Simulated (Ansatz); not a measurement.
An input for Ansatz 0.2.0 (WS2 (2H monolayer)):

```yaml
crystal:
  lattice:
    - [3.1876840329, 0.0, 0.0]
    - [-1.5938420165, 2.7606153518, 0.0]
    - [0.0, 0.0, 29.5]
  atoms:
    - { symbol: W, position: [0.3333333333, 0.6666666667, 0.5] }
    - { symbol: S, position: [0.6666666667, 0.3333333333, 0.5532708694] }
    - { symbol: S, position: [0.6666666667, 0.3333333333, 0.4467291306] }
  periodic: [true, true, false]
kpoints:
  mp_grid: { grid: [12, 12, 1] }
hamiltonian:
  xc: pbe
scf:
  occupations: { method: fixed }
gw:
  n_empty_bands: 196
  ecut_chi: 48.0
  qp_bands: [v2, c2]
  qp_kpoints: band_edges
  screening: { model: godby_needs }
```

```sh
ansatz run input.yaml --threads 3 --pin off --max-ram 64512MiB --backend cuda --events-out ev --progress --plain --runs-dir out --devices 1 --max-vram 24GiB  # rebuilt from the run's record
```

Estimate wall time and host memory on 1 × NVIDIA H100 80GB HBM3 (shared by 3 runs) with 3 threads of AMD EPYC 7R13 (Zen 3), shared host.

It took 58 s; on shared hardware allow 29 s to 1.9 min. Peak host memory was 2.0 GiB. The sizes that set the cost: 5127 plane waves a state, 19 irreducible k points, 209 bands summed, 183 plane waves in the screening and 7 SCF cycles.

The screening grows as filled bands × empty bands × pairs of k points, times the square of the screening basis for the matrix.

[Paths, hosts, dates, memory and timing lines, banners, echoed tables and standing remarks are left out of the program output.]

[Logs are printed without paths, hosts, clocks, repeated set-up lines and the standing remarks that a program may print on its own settings, such as how far it seeks lower states.]

[Runs of the session that timed out or met a known fault of the program may be left out.]

[Cells called generated may have been cut or substituted from an entry of the Crystallography Open Database or the Materials Project.]

[Hosts, paths, dates, database ids (printed as entryN), source tags and the programs' standing remarks are cut or masked in the printed files.]
